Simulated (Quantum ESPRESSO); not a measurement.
# CsSnI3 (Pm-3m) in Quantum ESPRESSO: settings compared

Aim: see how the results for CsSnI3 move with the level of theory and the settings. Levels: PBE, LDA. Tasks: band structure.

All numbers are computed with Quantum ESPRESSO 7.5; they aren't measurements. Logs are shortened: lines on timing, memory, paths and dates and some standing lists are left out, and cuts for length are marked.

## (1) The structure

Symmetry: Pm-3m, No. 221, cubic system. Conventional cell: a = 6.206 Å, b = 6.206 Å, c = 6.206 Å, α = 90.00°, β = 90.00°, γ = 90.00°. Around Cs (site symmetry m-3m) lie 12 I at 4.39 Å. I (site symmetry 4/mmm) is surrounded by 2 Sn at 3.10 Å. Sn (site symmetry m-3m) is surrounded by 6 I at 3.10 Å.

## (2) Band structure, PBE

Input file pw.in:

```
&CONTROL
  calculation = 'scf'
  prefix = 'pwscf'
  outdir = './tmp'
  pseudo_dir = './pseudo'
  tprnfor = .true.
  tstress = .true.
  disk_io = 'low'
/
&SYSTEM
  ibrav = 0
  nat = 5
  ntyp = 3
  ecutwfc = 60
  ecutrho = 480
  nbnd = 31
  occupations = 'smearing'
  smearing = 'fd'
  degauss = 0.00367493
/
&ELECTRONS
  conv_thr = 1d-09
  electron_maxstep = 120
  mixing_beta = 0.5
/
ATOMIC_SPECIES
Cs   132.9055 Cs_pbe_v1.uspp.F.UPF
I    126.9045 I.pbe-n-kjpaw_psl.0.2.UPF
Sn   118.7100 Sn_pbe_v1.uspp.F.UPF
CELL_PARAMETERS angstrom
   6.2057000000    0.0000000000    0.0000000000
   0.0000000000    6.2057000000    0.0000000000
   0.0000000000    0.0000000000    6.2057000000
ATOMIC_POSITIONS crystal
Cs     0.0000000000    0.0000000000    0.0000000000
I      0.5000000000    0.5000000000    0.0000000000
I      0.5000000000    0.0000000000    0.5000000000
I      0.0000000000    0.5000000000    0.5000000000
Sn     0.5000000000    0.5000000000    0.5000000000
K_POINTS automatic
5 5 5 0 0 0
```

Input file bands.in:

```
&CONTROL
  calculation = 'bands'
  prefix = 'pwscf'
  outdir = './tmp'
  pseudo_dir = './pseudo'
  disk_io = 'low'
  verbosity = 'high'
/
&SYSTEM
  ibrav = 0
  nat = 5
  ntyp = 3
  ecutwfc = 60
  ecutrho = 480
  nbnd = 31
  occupations = 'smearing'
  smearing = 'fd'
  degauss = 0.00367493
/
&ELECTRONS
  conv_thr = 1d-08
  electron_maxstep = 120
  mixing_beta = 0.5
  diago_full_acc = .true.
  startingwfc = 'random'
/
ATOMIC_SPECIES
Cs   132.9055 Cs_pbe_v1.uspp.F.UPF
I    126.9045 I.pbe-n-kjpaw_psl.0.2.UPF
Sn   118.7100 Sn_pbe_v1.uspp.F.UPF
CELL_PARAMETERS angstrom
   6.2057000000    0.0000000000    0.0000000000
   0.0000000000    6.2057000000    0.0000000000
   0.0000000000    0.0000000000    6.2057000000
ATOMIC_POSITIONS crystal
Cs     0.0000000000    0.0000000000    0.0000000000
I      0.5000000000    0.5000000000    0.0000000000
I      0.5000000000    0.0000000000    0.5000000000
I      0.0000000000    0.5000000000    0.5000000000
Sn     0.5000000000    0.5000000000    0.5000000000
K_POINTS crystal
60
 0.0000000000  0.0000000000  0.0000000000 1
 0.0000000000  0.0714285714  0.0000000000 1
 0.0000000000  0.1428571429  0.0000000000 1
 0.0000000000  0.2142857143  0.0000000000 1
 0.0000000000  0.2857142857  0.0000000000 1
 0.0000000000  0.3571428571  0.0000000000 1
 0.0000000000  0.4285714286  0.0000000000 1
 0.0000000000  0.5000000000  0.0000000000 1
 0.0714285714  0.5000000000  0.0000000000 1
 0.1428571429  0.5000000000  0.0000000000 1
 0.2142857143  0.5000000000  0.0000000000 1
 0.2857142857  0.5000000000  0.0000000000 1
 0.3571428571  0.5000000000  0.0000000000 1
 0.4285714286  0.5000000000  0.0000000000 1
 0.5000000000  0.5000000000  0.0000000000 1
 0.4545454545  0.4545454545  0.0000000000 1
 0.4090909091  0.4090909091  0.0000000000 1
 0.3636363636  0.3636363636  0.0000000000 1
 0.3181818182  0.3181818182  0.0000000000 1
 0.2727272727  0.2727272727  0.0000000000 1
 0.2272727273  0.2272727273  0.0000000000 1
 0.1818181818  0.1818181818  0.0000000000 1
 0.1363636364  0.1363636364  0.0000000000 1
 0.0909090909  0.0909090909  0.0000000000 1
 0.0454545455  0.0454545455  0.0000000000 1
 0.0000000000  0.0000000000  0.0000000000 1
 0.0357142857  0.0357142857  0.0357142857 1
 0.0714285714  0.0714285714  0.0714285714 1
 0.1071428571  0.1071428571  0.1071428571 1
 0.1428571429  0.1428571429  0.1428571429 1
 0.1785714286  0.1785714286  0.1785714286 1
 0.2142857143  0.2142857143  0.2142857143 1
 0.2500000000  0.2500000000  0.2500000000 1
 0.2857142857  0.2857142857  0.2857142857 1
 0.3214285714  0.3214285714  0.3214285714 1
 0.3571428571  0.3571428571  0.3571428571 1
 0.3928571429  0.3928571429  0.3928571429 1
 0.4285714286  0.4285714286  0.4285714286 1
 0.4642857143  0.4642857143  0.4642857143 1
 0.5000000000  0.5000000000  0.5000000000 1
 0.4545454545  0.5000000000  0.4545454545 1
 0.4090909091  0.5000000000  0.4090909091 1
 0.3636363636  0.5000000000  0.3636363636 1
 0.3181818182  0.5000000000  0.3181818182 1
 0.2727272727  0.5000000000  0.2727272727 1
 0.2272727273  0.5000000000  0.2272727273 1
 0.1818181818  0.5000000000  0.1818181818 1
 0.1363636364  0.5000000000  0.1363636364 1
 0.0909090909  0.5000000000  0.0909090909 1
 0.0454545455  0.5000000000  0.0454545455 1
 0.0000000000  0.5000000000  0.0000000000 1
 0.5000000000  0.5000000000  0.0000000000 1
 0.5000000000  0.5000000000  0.0625000000 1
 0.5000000000  0.5000000000  0.1250000000 1
 0.5000000000  0.5000000000  0.1875000000 1
 0.5000000000  0.5000000000  0.2500000000 1
 0.5000000000  0.5000000000  0.3125000000 1
 0.5000000000  0.5000000000  0.3750000000 1
 0.5000000000  0.5000000000  0.4375000000 1
 0.5000000000  0.5000000000  0.5000000000 1
```

Potentials or basis: SSSP 1.3 efficiency PBE.

Command:

```bash
OMP_NUM_THREADS=1 mpirun -n 2 pw.x -nk 2 -in pw.in > pw.out
OMP_NUM_THREADS=1 mpirun -n 2 pw.x -nk 2 -in bands.in > bands.out
```

pw.out:

```text
This program is part of the open-source Quantum ESPRESSO suite
     for quantum simulation of materials; please cite
[... 6 lines left out ...]
     using ibrav=0 with symmetry is DISCOURAGED, use correct ibrav instead

     K-points division:     npool     =       2
     Subspace diagonalization in iterative solution of the eigenvalue problem:
     a serial algorithm will be used

     G-vector sticks info
     --------------------
     sticks:   dense  smooth     PW     G-vecs:    dense   smooth      PW
     Sum        5249    2617    725               286241   101313   14531

     Using Slab Decomposition

     bravais-lattice index     =            0
     lattice parameter (alat)  =      11.7271  a.u.
     unit-cell volume          =    1612.7570 (a.u.)^3
     number of atoms/cell      =            5
     number of atomic types    =            3
     number of electrons       =        44.00
     number of Kohn-Sham states=           31
     kinetic-energy cutoff     =      60.0000  Ry
     charge density cutoff     =     480.0000  Ry
     scf convergence threshold =      1.0E-09
     mixing beta               =       0.5000
     number of iterations used =            8  plain     mixing
     Exchange-correlation= SLA  PW   PBE  PBE
                           (   1   4   3   4   0   0   0)

     celldm(1)=  11.727073  celldm(2)=   0.000000  celldm(3)=   0.000000
     celldm(4)=   0.000000  celldm(5)=   0.000000  celldm(6)=   0.000000

     crystal axes: (cart. coord. in units of alat)
               a(1) = (   1.000000   0.000000   0.000000 )
               a(2) = (   0.000000   1.000000   0.000000 )
               a(3) = (   0.000000   0.000000   1.000000 )

     reciprocal axes: (cart. coord. in units 2 pi/alat)
               b(1) = (  1.000000  0.000000  0.000000 )
               b(2) = (  0.000000  1.000000  0.000000 )
               b(3) = (  0.000000  0.000000  1.000000 )

     PseudoPot. # 1 for Cs read from file:
     Cs_pbe_v1.uspp.F.UPF
     Pseudo is Ultrasoft + core correction, Zval =  9.0
     Generated by new atomic code, or converted to UPF format
     Using radial grid of  905 points,  6 beta functions with:
                l(1) =   0
                l(2) =   0
                l(3) =   1
                l(4) =   1
                l(5) =   2
                l(6) =   2
     Q(r) pseudized with  6 coefficients,  rinner =    1.500   1.500   1.500
                                                       1.500   1.500

     PseudoPot. # 2 for I  read from file:
     I.pbe-n-kjpaw_psl.0.2.UPF
     Pseudo is Projector augmented-wave + core cor, Zval =  7.0
     Generated using "atomic" code by A. Dal Corso  v.5.0.99 svn rev. 10869
     Shape of augmentation charge: PSQ
     Using radial grid of 1247 points,  4 beta functions with:
                l(1) =   0
                l(2) =   0
                l(3) =   1
                l(4) =   1
     Q(r) pseudized with 0 coefficients

     PseudoPot. # 3 for Sn read from file:
     Sn_pbe_v1.uspp.F.UPF
     Pseudo is Ultrasoft + core correction, Zval = 14.0
     Generated by new atomic code, or converted to UPF format
     Using radial grid of  891 points,  6 beta functions with:
                l(1) =   0
                l(2) =   0
                l(3) =   1
                l(4) =   1
                l(5) =   2
                l(6) =   2
     Q(r) pseudized with  6 coefficients,  rinner =    1.200   1.200   1.200
                                                       1.200   1.200

     atomic species   valence    mass     pseudopotential
     Cs                9.00   132.90550     Cs( 1.00)
     I                 7.00   126.90450     I ( 1.00)
     Sn               14.00   118.71000     Sn( 1.00)

     48 Sym. Ops., with inversion, found

   Cartesian axes

     site n.     atom                  positions (alat units)
         1        Cs     tau(   1) = (   0.0000000   0.0000000   0.0000000  )
         2        I      tau(   2) = (   0.5000000   0.5000000   0.0000000  )
         3        I      tau(   3) = (   0.5000000   0.0000000   0.5000000  )
         4        I      tau(   4) = (   0.0000000   0.5000000   0.5000000  )
         5        Sn     tau(   5) = (   0.5000000   0.5000000   0.5000000  )

     number of k points=    10  Fermi-Dirac smearing, width (Ry)=  0.0037
                       cart. coord. in units 2pi/alat
        k(    1) = (   0.0000000   0.0000000   0.0000000), wk =   0.0160000
        k(    2) = (   0.0000000   0.0000000   0.2000000), wk =   0.0960000
        k(    3) = (   0.0000000   0.0000000   0.4000000), wk =   0.0960000
        k(    4) = (   0.0000000   0.2000000   0.2000000), wk =   0.1920000
        k(    5) = (   0.0000000   0.2000000   0.4000000), wk =   0.3840000
        k(    6) = (   0.0000000   0.4000000   0.4000000), wk =   0.1920000
        k(    7) = (   0.2000000   0.2000000   0.2000000), wk =   0.1280000
        k(    8) = (   0.2000000   0.2000000   0.4000000), wk =   0.3840000
        k(    9) = (   0.2000000   0.4000000   0.4000000), wk =   0.3840000
        k(   10) = (   0.4000000   0.4000000   0.4000000), wk =   0.1280000

     Dense  grid:   286241 G-vectors     FFT dimensions: (  81,  81,  81)

     Smooth grid:   101313 G-vectors     FFT dimensions: (  60,  60,  60)

     Initial potential from superposition of free atoms

     starting charge      42.9603, renormalised to      44.0000
     Starting wfcs are   34 randomized atomic wfcs
     Checking if some PAW data can be deallocated...

     Self-consistent Calculation

     iteration #  1     ecut=    60.00 Ry     beta= 0.50
     Davidson diagonalization with overlap
     ethr =  1.00E-02,  avg # of iterations =  4.7

     Threshold (ethr) on eigenvalues was too large:
     Diagonalizing with lowered threshold

     Davidson diagonalization with overlap
     ethr =  4.09E-04,  avg # of iterations =  3.2

     total energy              =   -1363.36445148 Ry
     estimated scf accuracy    <       0.17553036 Ry
[... 43 lines left out ...]
     iteration #  8     ecut=    60.00 Ry     beta= 0.50
     Davidson diagonalization with overlap
     ethr =  4.07E-11,  avg # of iterations =  3.9

     End of self-consistent calculation

          k = 0.0000 0.0000 0.0000 ( 12797 PWs)   bands (ev):

   -18.0566 -17.8603 -17.8603 -17.8402 -17.8402 -17.8402  -9.0412  -8.3202
    -8.3202  -4.8472  -4.8472  -4.8472  -1.9766  -0.4691  -0.4691  -0.4691
     1.9116   1.9116   1.9116   2.0701   2.0701   2.0701   6.4295   7.3453
     7.3453   7.6587   7.6587   7.6587   9.0136   9.0136   9.0136
[... 59 lines left out ...]
   -18.0556 -17.8575 -17.8575 -17.8404 -17.8404 -17.8404  -8.6002  -8.5220
    -8.5220  -4.8628  -4.8628  -4.8562  -4.0913   0.9574   1.0188   1.0188
     1.4041   1.4041   2.3934   2.3934   2.4435   3.3378   5.0693   5.0693
     5.5027   7.4328   8.3530   8.3675   8.3675   9.3708   9.3708

     the Fermi energy is     4.1857 ev

!    total energy              =   -1363.39862748 Ry
     estimated scf accuracy    <          7.2E-10 Ry
     smearing contrib. (-TS)   =      -0.00000000 Ry
     internal energy E=F+TS    =   -1363.39862748 Ry

     The total energy is F=E-TS. E is the sum of the following terms:
     one-electron contribution =    -120.94313645 Ry
     hartree contribution      =      80.15284265 Ry
     xc contribution           =    -203.02113616 Ry
     ewald contribution        =    -158.00742395 Ry
     one-center paw contrib.   =    -961.57977356 Ry

     convergence has been achieved in   8 iterations

     Forces acting on atoms (cartesian axes, Ry/au):

     atom    1 type  1   force =     0.00000000    0.00000000    0.00000000
     atom    2 type  2   force =     0.00000000    0.00000000    0.00000000
     atom    3 type  2   force =     0.00000000    0.00000000    0.00000000
     atom    4 type  2   force =     0.00000000    0.00000000    0.00000000
     atom    5 type  3   force =     0.00000000    0.00000000    0.00000000

     Total force =     0.000000     Total SCF correction =     0.000000

     Computing stress (Cartesian axis) and pressure

          total   stress  (Ry/bohr**3)                   (kbar)     P=        4.78
   0.00003248   0.00000000   0.00000000            4.78        0.00        0.00
   0.00000000   0.00003248   0.00000000            0.00        4.78        0.00
   0.00000000   0.00000000   0.00003248            0.00        0.00        4.78

=------------------------------------------------------------------------------=
   JOB DONE.
=------------------------------------------------------------------------------=
```

Run time: 2.8 min. Hardware: 2 MPI ranks of AMD EPYC 9R45 (Zen 5), shared host; peak memory 1.3 GiB.

Results:

| Property | Result |
| --- | --- |
| Free energy | -18549.9833 eV |
| Pressure | 0.5 GPa |
| Band gap along the path | 0.27 eV, direct |

Levels at the corners of the path, in eV from the valence-band top:
```tsv
point	band 18	band 19	band 20	band 21	band 22	band 23	band 24	band 25	band 26	band 27
Γ	-2.37	-2.37	-2.21	-2.21	-2.21	2.15	3.07	3.07	3.38	3.38
X	-2.61	-2.53	-2.33	-2.33	-1.61	1.06	3.70	3.87	4.17	4.23
M	-2.68	-2.68	-2.58	-1.79	-0.80	0.73	0.73	3.94	4.17	4.34
Γ	-2.37	-2.37	-2.21	-2.21	-2.21	2.15	3.07	3.07	3.38	3.38
R	-2.57	-1.77	-1.77	-1.77	0.00	0.27	0.27	0.27	2.94	3.96
X	-2.61	-2.53	-2.33	-2.33	-1.61	1.06	3.70	3.87	4.17	4.23
M	-2.68	-2.68	-2.58	-1.79	-0.80	0.73	0.73	3.94	4.17	4.34
R	-2.57	-1.77	-1.77	-1.77	0.00	0.27	0.27	0.27	2.94	3.96
```

Caveat: some levels on the path didn't converge; spin-orbit coupling is left out, which moves the levels of the heavy elements; the cell was measured hot, at 500 K.

## (3) Band structure, LDA

Edit pw.in of step 2 so:

```diff
@@ -13,4 +13,4 @@
   ntyp = 3
-  ecutwfc = 60
-  ecutrho = 480
+  ecutwfc = 68
+  ecutrho = 544
   nbnd = 31
@@ -26,5 +26,5 @@
 ATOMIC_SPECIES
-Cs   132.9055 Cs_pbe_v1.uspp.F.UPF
-I    126.9045 I.pbe-n-kjpaw_psl.0.2.UPF
-Sn   118.7100 Sn_pbe_v1.uspp.F.UPF
+Cs   132.9055 cs_lda_v1.uspp.F.UPF
+I    126.9045 i_lda_v1.uspp.F.UPF
+Sn   118.7100 sn_lda_v1.4.uspp.F.UPF
 CELL_PARAMETERS angstrom
```

Edit bands.in of step 2 so:

```diff
@@ -12,4 +12,4 @@
   ntyp = 3
-  ecutwfc = 60
-  ecutrho = 480
+  ecutwfc = 68
+  ecutrho = 544
   nbnd = 31
@@ -27,5 +27,5 @@
 ATOMIC_SPECIES
-Cs   132.9055 Cs_pbe_v1.uspp.F.UPF
-I    126.9045 I.pbe-n-kjpaw_psl.0.2.UPF
-Sn   118.7100 Sn_pbe_v1.uspp.F.UPF
+Cs   132.9055 cs_lda_v1.uspp.F.UPF
+I    126.9045 i_lda_v1.uspp.F.UPF
+Sn   118.7100 sn_lda_v1.4.uspp.F.UPF
 CELL_PARAMETERS angstrom
```

Potentials or basis: GBRV 1.5 LDA.

Command:

```bash
OMP_NUM_THREADS=1 mpirun -n 2 pw.x -nk 2 -in pw.in > pw.out
OMP_NUM_THREADS=1 mpirun -n 2 pw.x -nk 2 -in bands.in > bands.out
```

It took 6.3 min on 2 MPI ranks of AMD EPYC 9R45 (Zen 5), shared host; peak memory 1.5 GiB.

It converged, with:

- Free energy: -5664.6570 eV
- Pressure: -1.6 GPa
- Band gap along the path: 0.30 eV, direct

Levels at the corners of the path, in eV from the valence-band top:
```csv
point,band 19,band 20,band 21,band 22,band 23,band 24,band 25,band 26
Γ,-2.25,-2.09,-2.09,-2.09,1.94,2.97,2.97,3.39
X,-2.43,-2.22,-2.22,-1.53,1.08,3.55,3.73,4.13
M,-2.57,-2.45,-1.66,-0.76,0.76,0.76,3.97,4.05
Γ,-2.25,-2.09,-2.09,-2.09,1.94,2.97,2.97,3.39
R,-1.64,-1.64,-1.64,0.00,0.30,0.30,0.30,2.81
X,-2.43,-2.22,-2.22,-1.53,1.08,3.55,3.73,4.13
M,-2.57,-2.45,-1.66,-0.76,0.76,0.76,3.97,4.05
R,-1.64,-1.64,-1.64,0.00,0.30,0.30,0.30,2.81
```

Caveat: some levels on the path didn't converge; spin-orbit coupling is left out, which moves the levels of the heavy elements; the cell was measured hot, at 500 K.
